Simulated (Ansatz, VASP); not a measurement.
**Two plane-wave programs on H4C**

INCAR

```
SYSTEM = H4C
PREC = Accurate
ENCUT = 520
EDIFF = 1E-7
ISMEAR = 0
SIGMA = 0.05
LREAL = .False.
LASPH = .True.
NELM = 60
ALGO = Normal
ISIF = 2
LWAVE = .False.
LCHARG = .True.
GGA = PS
LELF = .True.
LVHAR = .True.
NBANDS = 12
```

Contents of KPOINTS:

```
Automatic mesh
0
Gamma
  6 6 6
  0 0 0
```

The input POSCAR:

```
H4C
1.0
   -2.5161085511      2.4789246809      2.4789246809
    2.5161085511     -2.4789246809      2.4789246809
    2.5161085511      2.4789246809     -2.4789246809
H C
4 1
Direct
    0.0000000000      0.0000000000      0.7463128700
    0.7463128700      0.0000000000      0.0000000000
    0.0000000000      0.7463128700      0.0000000000
    0.2536871300      0.2536871300      0.2536871300
    0.0000000000      0.0000000000      0.0000000000
```

Input for Ansatz:

```yaml
crystal:
  lattice:
    - [-2.5161085511, 2.4789246809, 2.4789246809]
    - [2.5161085511, -2.4789246809, 2.4789246809]
    - [2.5161085511, 2.4789246809, -2.4789246809]
  atoms:
    - { symbol: H, position: [0.0, 0.0, 0.74631287] }
    - { symbol: H, position: [0.74631287, 0.0, 0.0] }
    - { symbol: H, position: [0.0, 0.74631287, 0.0] }
    - { symbol: H, position: [0.25368713, 0.25368713, 0.25368713] }
    - { symbol: C, position: [0.0, 0.0, 0.0] }
basis:
  ecutwfc: 420
kpoints:
  mp_grid: { grid: [6, 6, 6] }
hamiltonian:
  xc: pbesol
scf:
  occupations: { method: gaussian, width: 0.05 }
output:
  forces: true
  stress: true
  eigenvalues: true
```

Change from the starting cell: strain +0.0150 x Voigt [1, 0, 0, 0, 0, 0], atoms carried along.

Alike in both runs: task single point; functional PBEsol; k mesh 6 × 6 × 6; occupations gaussian, width 0.05 eV; no spin polarisation.

|  | VASP | Ansatz |
| --- | --- | --- |
| version | VASP 6.6.1 | Ansatz 0.2.0 |
| potentials or method | VASP PAW PBE potentials, release 64 (H, C) | scalar-relativistic, plane waves, PAW |
| plane-wave cutoff (eV) | 520 | 420 |
| valence electrons in the cell | 8 | 8 |

```csv
,VASP,Ansatz,Ansatz less VASP
gap on the k mesh at the Fermi level (eV),7.60,7.60,+0.003
least direct gap on the mesh (eV),7.60,7.60,+0.003
pressure (GPa),0.4,0.4,+0.03
largest component of the traceless stress (GPa),0.33,0.33,+0.003
rms of the force components (eV/Å),0.086,0.071,-0.0156
```

Atom by atom the forces differ by 0.017 eV/Å (rms over components). The functional is the same, so the differences come from potentials, cutoffs and numerics.

Caveats: the PAW data sets were made with another functional, which shifts forces and pressure a little (VASP). A k mesh can miss the band edges.
